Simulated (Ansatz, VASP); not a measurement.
Two plane-wave programs on ZnS

INCAR

```
SYSTEM = ZnS
PREC     = Accurate       ! precision mode
ENCUT    = 520            ! plane-wave cutoff, eV
EDIFF    = 1E-6           ! SCF threshold, eV
ISMEAR   = 0              ! smearing method
SIGMA    = 0.02           ! smearing width, eV
LREAL    = .FALSE.        ! projectors in reciprocal space
LASPH    = .TRUE.         ! aspherical terms in the spheres
NELM     = 100            ! most SCF steps
ALGO     = Normal         ! electronic algorithm
ISIF     = 2              ! what is computed and relaxed
LWAVE    = .FALSE.        ! write WAVECAR
LCHARG   = .FALSE.        ! write CHGCAR
GGA      = PS             ! functional
NBANDS   = 16             ! bands
```

Contents of KPOINTS:

```
regular mesh
0
G
  9 9 9
  0 0 0
```

File POSCAR:

```
ZnS
1.0
    4.0125456552      0.0000000000      0.0000000000
   -2.0062728276      3.4749664712      0.0000000000
    2.0062728276     -1.1583221571      2.9854113477
Zn S
1 1
Direct
    0.0048828599     -0.0048828599     -0.0146485797
    0.7451171401      0.2548828599      0.7646485797
```

Input for Ansatz:

```yaml
crystal:
  lattice:
    - [4.0125456552, 0.0, 0.0]
    - [-2.0062728276, 3.4749664712, 0.0]
    - [2.0062728276, -1.1583221571, 2.9854113477]
  atoms:
    - { symbol: Zn, position: [0.0048828599, -0.0048828599, -0.0146485797] }
    - { symbol: S, position: [0.7451171401, 0.2548828599, 0.7646485797] }
basis:
  ecutwfc: 420
kpoints:
  mp_grid: { grid: [9, 9, 9] }
  band_path: { path: [VBM, CBM], npoints: 2 }
hamiltonian:
  xc: pbesol
scf:
  occupations: { method: gaussian, width: 0.02 }
output:
  forces: true
  stress: true
  eigenvalues: true
```

Change from the starting cell: band edges of the strained film's bulk.

Alike in both runs: task single point; functional PBEsol; k mesh 9 × 9 × 9; occupations gaussian, width 0.02 eV; no spin polarisation.

```csv
,VASP,Ansatz
version,VASP 6.6.1,Ansatz 0.2.0
potentials or method,"VASP PAW PBE potentials, release 64 (Zn, S)","scalar-relativistic, plane waves, PAW"
plane-wave cutoff (eV),520,420
valence electrons in the cell,18,18
```

Ansatz gave:

```
gap on the k mesh at the Fermi level (eV)       : 1.44
least direct gap on the mesh (eV)               : 1.44
pressure (GPa)                                  : -5.2
largest component of the traceless stress (GPa) : 5.21
```

**Question.** Which values does VASP return?

**Answer.** gap on the k mesh at the Fermi level (eV): 1.44; least direct gap on the mesh (eV): 1.44; pressure (GPa): -5.1; largest component of the traceless stress (GPa): 5.22.

Caveats: the PAW data sets were made with another functional, which shifts forces and pressure a little (VASP).
